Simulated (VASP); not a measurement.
**GaN in VASP 6.6.1, single-point calculation**

INCAR

```
ENCUT = 520
LREAL = .FALSE.
PREC = Accurate
LWAVE = .FALSE.
NSW = 0
IBRION = -1
NBANDS = 16
EDIFF = 1E-7
ISMEAR = 1
LASPH = .TRUE.
LCHARG = .FALSE.
GGA = PE
ISIF = 2
SIGMA = 0.3
NELM = 61
```

KPOINTS

```
KPOINTS created by Atomic Simulation Environment
0
Gamma
10 10 10
0 0 0
```

POSCAR

```
Ga N
 1.0000000000000000
     0.0000000000000000    2.2489525411000000    2.3164211173000000
     2.2489525411000000    0.0000000000000000    2.3164211173000000
     2.2489525411000000    2.2489525411000000    0.0000000000000000
 Ga  N
   1   1
Cartesian
  0.0000000000000000  0.0000000000000000  0.0000000000000000
  1.1244762705500000  1.1244762705500000  1.1582105586500002
```

The recommended PBE PAW datasets give the neutral cell 18 valence electrons.

Command

```
mpirun -np 1 vasp_std
```

OSZICAR

```
N       E                     dE             d eps       ncg     rms          rms(c)
DAV:   1     0.799313602426E+02    0.79931E+02   -0.93623E+03  3672   0.199E+03
DAV:   2    -0.839798192822E+01   -0.88329E+02   -0.82785E+02  3744   0.323E+02
DAV:   3    -0.140469816900E+02   -0.56490E+01   -0.56279E+01  3864   0.695E+01
DAV:   4    -0.141095421280E+02   -0.62560E-01   -0.62553E-01  4176   0.784E+00
DAV:   5    -0.141103642987E+02   -0.82217E-03   -0.82217E-03  3936   0.805E-01    0.763E+00
DAV:   6    -0.121490770230E+02    0.19613E+01   -0.49372E+00  4936   0.390E+01    0.268E+00
DAV:   7    -0.121548955407E+02   -0.58185E-02   -0.30865E-01  3584   0.667E+00    0.176E+00
DAV:   8    -0.121512426011E+02    0.36529E-02   -0.62806E-02  3704   0.321E+00    0.832E-01
DAV:   9    -0.121467521180E+02    0.44905E-02   -0.14123E-02  4944   0.261E+00    0.218E-01
DAV:  10    -0.121471502691E+02   -0.39815E-03   -0.14306E-03  3720   0.489E-01    0.113E-01
DAV:  11    -0.121470574477E+02    0.92821E-04   -0.25704E-04  4808   0.250E-01    0.761E-03
DAV:  12    -0.121470624464E+02   -0.49987E-05   -0.29096E-05  3824   0.490E-02    0.851E-03
DAV:  13    -0.121470622585E+02    0.18791E-06   -0.61762E-07  4152   0.126E-02    0.253E-03
DAV:  14    -0.121470621822E+02    0.76237E-07   -0.45837E-08  2856   0.267E-03
   1 F= -.12147062E+02 E0= -.12147702E+02  d E =0.191994E-02
```

From OUTCAR

```
k-points           NKPTS =    102   k-points in BZ     NKDIM =    102   number of bands    NBANDS=     16

   NELECT =      18.0000    total number of electrons

   dimension x,y,z NGX =    24 NGY =   24 NGZ =   24
   dimension x,y,z NGXF=    48 NGYF=   48 NGZF=   48

  energy-cutoff  :      520.00
  volume of cell :       23.43
      direct lattice vectors                 reciprocal lattice vectors
     0.000000000  2.248952541  2.316421117    -0.222325723  0.222325723  0.215850217
     2.248952541  0.000000000  2.316421117     0.222325723 -0.222325723  0.215850217
     2.248952541  2.248952541  0.000000000     0.222325723  0.222325723 -0.215850217

 k-points in reciprocal lattice and weights: KPOINTS created by Atomic Simulation Env
   0.00000000  0.00000000  0.00000000       0.001
   0.10000000 -0.00000000  0.00000000       0.008
   0.20000000 -0.00000000  0.00000000       0.008
   0.30000000 -0.00000000  0.00000000       0.008
   0.40000000 -0.00000000  0.00000000       0.008
   0.50000000 -0.00000000  0.00000000       0.004
   0.10000000  0.10000000  0.00000000       0.002
   0.20000000  0.10000000  0.00000000       0.008
   ...

 E-fermi :   5.1452

 k-point     1 :       0.0000    0.0000    0.0000
  band No.  band energies     occupation
      1     -10.7051      2.00000
      2      -8.4181      2.00000
      3      -8.3868      2.00000
      4      -8.3868      2.00000
      5      -8.1017      2.00000
      6      -8.1015      2.00000
      7       4.9339      1.92269
      8       5.0761      1.37873
      9       5.0761      1.37873
     10       6.5984     -0.00000
     11      15.1620      0.00000
     12      15.1620      0.00000
     13      15.2439      0.00000
     14      22.3206      0.00000
     15      23.0914      0.00000
     16      24.0371      0.00000

 k-point     2 :       0.1000   -0.0000    0.0000
  band No.  band energies     occupation
      1     -10.6005      2.00000
      2      -8.3994      2.00000
      3      -8.3742      2.00000
      4      -8.3523      2.00000
      5      -8.1036      2.00000
      6      -8.1017      2.00000
      7       3.9167      2.00000
      8       4.8738      2.02439
      9       4.9795      1.79492
     10       7.4765     -0.00000
     11      14.6723      0.00000
     12      15.3382      0.00000
     13      15.3726      0.00000
     14      21.8762      0.00000
     15      22.6167      0.00000
     16      22.7427      0.00000

 k-point     3 :       0.2000   -0.0000    0.0000
  band No.  band energies     occupation
      1     -10.3406      2.00000
      2      -8.3664      2.00000
      3      -8.3449      2.00000
      4      -8.1895      2.00000
      5      -8.1044      2.00000
      6      -8.0968      2.00000
      7       2.1416      2.00000
      8       4.6011      2.02784
      9       4.7421      2.06723
     10       8.5488     -0.00000
     11      13.8906      0.00000
     12      15.5696      0.00000
     13      15.6628      0.00000
     14      21.0567      0.00000
     15      21.7489      0.00000
     16      21.8670      0.00000

 ...

  Total        0.2897782      0.2897782     -0.2693926      0.0000000     -0.0000000      0.0000000
  in kB       19.8138202     19.8138202    -18.4199376      0.0000000     -0.0000000      0.0000000
  external PRESSURE =       7.0692343 kB  Pullay stress =       0.0000000 kB

 POSITION                                       TOTAL-FORCE (eV/Angst)
 -----------------------------------------------------------------------------------
      0.00000      0.00000      0.00000         0.000000      0.000000      0.000000
      1.12448      1.12448      1.15821        -0.000000     -0.000000     -0.000000
 -----------------------------------------------------------------------------------
    total drift:                                0.000001      0.000001      0.000002

  FREE ENERGIE OF THE ION-ELECTRON SYSTEM (eV)
  ---------------------------------------------------
  free  energy   TOTEN  =       -12.1470621822 eV

  energy  without entropy=      -12.1489821242  energy(sigma->0) =      -12.14770216
```

It converged. Results: gap between bands v and c on the k mesh 1.52 eV; least direct gap on the k mesh 1.52 eV; pressure 0.7 GPa. Band v is the last that the valence electrons fill when counted band by band, and c is the next.

For comparison, a separate PBE run of the intended cell, on usual settings and not on those above, gives a gap of 1.52 eV on its mesh and a pressure of 0.7 GPa.

The run above took about 22 s on one core of a shared host (Intel Xeon Platinum 8488C) and held 0.16 GiB at most.
